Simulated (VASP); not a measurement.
Input of a VASP 6.6.1 run:

Contents of INCAR:

```
PREC = Accurate
ENCUT = 520
EDIFF = 1E-6
ISMEAR = 0
SIGMA = 0.03
LREAL = False
LASPH = True
NELM = 80
ALGO = Normal
ISIF = 2
LWAVE = False
LCHARG = False
LDIPOL = True
IDIPOL = 3
DIPOL = 0.5 0.5 0.500
LVHAR = True
LVACPOTAV = True
ICORELEVEL = 1
KPAR = 4
```

The input KPOINTS:

```
regular mesh
0
Gamma
  6 6 1
```

File POSCAR:

```
SnTe                                    
1.0
    4.4117367900      0.0000000000      0.0000000000
    0.0000000000      4.4117367900      0.0000000000
    0.0000000000      0.0000000000     27.4782760000
  Sn              Te            
     5     5
Direct
     0.5000000000000000    0.5000000000000000    0.2784045204908707
     1.0000000000000000    0.0000000000000000    0.3829757459955446
     0.5000000000000000    0.5000000000000000    0.5000000000000000
     0.0000000000000000    0.0000000000000000    0.6170242540044554
     0.5000000000000000    0.5000000000000000    0.7215954795091293
     0.0000000000000000    0.0000000000000000    0.2735240701876245
     0.5000000000000000    0.5000000000000000    0.3859196675056779
     1.0000000000000000    0.0000000000000000    0.5000000000000000
     0.5000000000000000    0.5000000000000000    0.6140803324943221
     1.0000000000000000    0.0000000000000000    0.7264759298123756
```

Potentials or basis: VASP PAW LDA potentials, release 64 (Sn_d, Te).

Command:

```bash
$ cat potpaw_LDA.64/Sn_d/POTCAR potpaw_LDA.64/Te/POTCAR > POTCAR
$ mpirun -np 4 vasp_std > vasp.out
```

Task: Estimate the largest force.

Result: 0.016 eV/Å.

Task: Predict the band gap on the k mesh.

Result: 0.18 eV, direct.

Task: Estimate the ionisation potential of the upper face.

Result: 4.28 eV.

Forces on the atoms (eV/Å):
```
Sn   0.000  0.000  0.003
Sn   0.000  0.000  0.016
Sn   0.000  0.000  0.000
Sn   0.000  0.000 -0.016
Sn   0.000  0.000 -0.003
Te   0.000  0.000  0.014
Te   0.000  0.000  0.009
Te   0.000  0.000  0.000
Te   0.000  0.000 -0.009
Te   0.000  0.000 -0.014
```

Caveat: spin-orbit coupling is left out, which moves the levels of the heavy elements.
